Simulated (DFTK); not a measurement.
**AlN in DFTK: convergence with smearing width**

AlN:

```
Al N
1.0
     0.00000    2.18399    2.18399
     2.18399    0.00000    2.18399
     2.18399    2.18399    0.00000
Al N
1 1
Direct
  0.00000 0.00000 0.00000
  0.25000 0.25000 0.25000
```

Measurements of this composition are mostly on another form, of space group No. 186.

```yaml
Program: DFTK 0.8.2
Task: convergence study
Functional: PBEsol
Potentials_or_basis: dojo.nc.sr.pbesol.v0_4_1.standard.upf (PBEsol)
Cutoff: 1143 eV
k_mesh: 5 × 5 × 5
Occupations: fermi-dirac, width 0.5 eV
Spin: collinear spin, ferromagnetic start
Starting_moments: "[0.5, 0.0] μB"
```

These are the settings of the first run; the series varies smearing width, with any setting tied to it.

Hardware: 1 thread of Intel(R) Xeon(R) 6975P-C (Granite Rapids) (shared host).

| smearing width | energy less the tightest run, at zero smearing (meV/atom) | pressure (GPa) | gap on the mesh (eV) | SCF cycles |
| --- | --- | --- | --- | --- |
| 0.5 eV | 6.72 | 1.34 | 3.775 | 11 |
| 0.3 eV | 0.36 | 1.22 | 3.766 | 11 |
| 0.2 eV | 0.01 | 1.22 | 3.766 | 11 |
| 0.1 eV | 0.00 | 1.22 | 3.766 | 10 |
| 0.05 eV | 0.00 | 1.22 | 3.766 | 10 |
| 0.025 eV | 0.00 | 1.22 | 3.766 | 11 |
| 0.01 eV | 0.00 | 1.22 | 3.766 | 15 |

Against the tightest run, the energy stays within 1 meV/atom from 0.3 eV on; the pressure stays within 0.1 GPa from 0.3 eV on; the gap on the mesh stays within 0.01 eV from 0.5 eV on. The tightest run that finished is the yardstick and may itself not be fully converged.

Caveat, for the tightest run too: the k mesh is coarse (spacing up to 0.50 Å⁻¹), so the values aren't converged; an odd mesh through Γ misses points on the zone boundary, where band edges often lie.
